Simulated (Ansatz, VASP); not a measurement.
# Two plane-wave programs on AlN

The input INCAR:

```
PREC = Accurate
ENCUT = 520
EDIFF = 1E-7
ISMEAR = 0
SIGMA = 0.05
LREAL = False
LASPH = True
NELM = 80
ALGO = Normal
ISIF = 2
LWAVE = False
LCHARG = True
GGA = CA
LELF = True
LVHAR = True
NBANDS = 11
```

KPOINTS

```
regular mesh
0
Gamma
  10 10 10
```

Contents of POSCAR:

```
AlN
1.0
   -0.0972688993      1.9870646567      1.9870646567
    1.9870646567     -0.0972688993      1.9870646567
    1.9870646567      1.9870646567     -0.0972688993
Al N
1 1
Direct
    0.5000000000      0.5000000000      0.5000000000
    0.0000000000      0.0000000000      0.0000000000
```

Input for Ansatz:

```yaml
crystal:
  lattice:
    - [-0.0972688993, 1.9870646567, 1.9870646567]
    - [1.9870646567, -0.0972688993, 1.9870646567]
    - [1.9870646567, 1.9870646567, -0.0972688993]
  atoms:
    - { symbol: Al, position: [0.5, 0.5, 0.5] }
    - { symbol: "N", position: [0.0, 0.0, 0.0] }
basis:
  ecutwfc: 420
kpoints:
  mp_grid: { grid: [10, 10, 10] }
hamiltonian:
  xc: lda
scf:
  occupations: { method: gaussian, width: 0.05 }
output:
  forces: true
  stress: true
  eigenvalues: true
```

Alike in both runs: task single point; functional LDA; k mesh 10 × 10 × 10; occupations gaussian, width 0.05 eV; no spin polarisation.

```csv
,VASP,Ansatz
version,VASP 6.6.1,Ansatz 0.2.0
potentials or method,"VASP PAW LDA potentials, release 64 (Al, N)","scalar-relativistic, plane waves, PAW"
plane-wave cutoff (eV),520,420
valence electrons in the cell,8,8
```

```tsv
	VASP	Ansatz	Ansatz less VASP
gap on the k mesh at the Fermi level (eV)	3.23	3.24	+0.010
least direct gap on the mesh (eV)	4.68	4.67	-0.017
pressure (GPa)	-10.0	-10.6	-0.53
largest component of the traceless stress (GPa)	13.63	13.64	+0.008
```

A k mesh can miss the band edges. A hybrid or GW would open this gap; LDA tends to underestimate it.
